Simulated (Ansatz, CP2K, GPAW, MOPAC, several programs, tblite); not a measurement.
# What each method gives for SnO (CsCl type)

SnO, CsCl type, relaxed with r2SCAN in Ansatz, was computed with several methods. Space group Pm-3m (No. 221), cubic; conventional cell a = 3.103 Å, 14.94 Å³ an atom. Around Sn lie 8 O at 2.69 Å; around O lie 8 Sn at 2.69 Å. No spin polarisation. The prototype was imposed, so other structures may be more stable.

```
Sn O
1.0
     3.10341    0.00000    0.00000
     0.00000    3.10341    0.00000
     0.00000    0.00000    3.10341
Sn O
1 1
Direct
  0.00000 0.00000 0.00000
  0.50000 0.50000 0.50000
```

Gaps and times are for a single point on this cell; volume and bulk modulus come from each method's own relaxation or energy curve at fixed shape. Times are rough, from shared hosts (Arm Neoverse V1), and each method has its own mesh and cell size. PM6 (MOPAC): levels, charges or heat of formation failed a check of plausibility, so no values are given. PM6 (MOPAC), PM7 (MOPAC), GFN1-xTB (tblite), GFN2-xTB (tblite) treat a cluster of cells at its zone centre, which samples few k points: where these miss a band edge, the gap comes out too large for that reason alone. Gaps from k meshes are read at a limited set of points (mesh, symmetry points, PBE's band edges), so each method's own least gap may be somewhat smaller. xTB and the PM methods were fitted mostly to molecules, and can miss a solid's gap by electronvolts. Minimal bases can be far off for gaps. d marks a direct gap, i an indirect one (no mark: not told apart), a dash a value that wasn't computed or didn't pass its checks.

```json
{"method": "light PBE (260 eV and a coarse mesh)", "kind": "light plane-wave", "gap (eV)": "overlap 0.11", "own volume (Å³/atom)": "–", "bulk modulus (GPa)": "–", "atoms computed": "2", "processor time": "0.63 s"}
{"method": "PBE", "kind": "semilocal", "gap (eV)": "overlap 0.12", "own volume (Å³/atom)": "15.35", "bulk modulus (GPa)": "100", "atoms computed": "2", "processor time": "1.4 s"}
{"method": "GFN1-xTB (tblite)", "kind": "tight binding", "gap (eV)": "4.14", "own volume (Å³/atom)": "–", "bulk modulus (GPa)": "–", "atoms computed": "54", "processor time": "2.2 s"}
{"method": "PM6 (MOPAC)", "kind": "semi-empirical", "gap (eV)": "–", "own volume (Å³/atom)": "–", "bulk modulus (GPa)": "–", "atoms computed": "54", "processor time": "3.1 s"}
{"method": "PM7 (MOPAC)", "kind": "semi-empirical", "gap (eV)": "5.82", "own volume (Å³/atom)": "–", "bulk modulus (GPa)": "–", "atoms computed": "54", "processor time": "3.4 s"}
{"method": "r2SCAN", "kind": "semilocal", "gap (eV)": "0.02", "own volume (Å³/atom)": "14.94", "bulk modulus (GPa)": "111", "atoms computed": "2", "processor time": "3.4 s"}
{"method": "GFN2-xTB (tblite)", "kind": "tight binding", "gap (eV)": "3.67", "own volume (Å³/atom)": "14.53", "bulk modulus (GPa)": "74", "atoms computed": "54", "processor time": "5.2 s"}
{"method": "PBE/single zeta (GPAW)", "kind": "small basis", "gap (eV)": "overlap 0.99", "own volume (Å³/atom)": "–", "bulk modulus (GPa)": "–", "atoms computed": "2", "processor time": "5.8 s"}
{"method": "PBE/SZV (CP2K)", "kind": "small basis", "gap (eV)": "overlap 1.09", "own volume (Å³/atom)": "–", "bulk modulus (GPa)": "–", "atoms computed": "2", "processor time": "6.7 s"}
{"method": "PBE/DZVP (CP2K)", "kind": "small basis", "gap (eV)": "overlap 0.23", "own volume (Å³/atom)": "15.81", "bulk modulus (GPa)": "97", "atoms computed": "2", "processor time": "12 s"}
```

Volumes against r2SCAN's: PBE +2.7 %, GFN2-xTB (tblite) -2.8 %, PBE/DZVP (CP2K) +5.8 %.

With PBE and r2SCAN the bands overlap or touch, or nearly. Semilocal functionals can close a real gap, so this doesn't show a metal; small gaps of other methods may in turn close between the points read or with spin-orbit coupling, and the solid may be a semimetal.

No spin-orbit coupling is included; it can move band edges with weight on the heavy atoms by tenths of an eV.
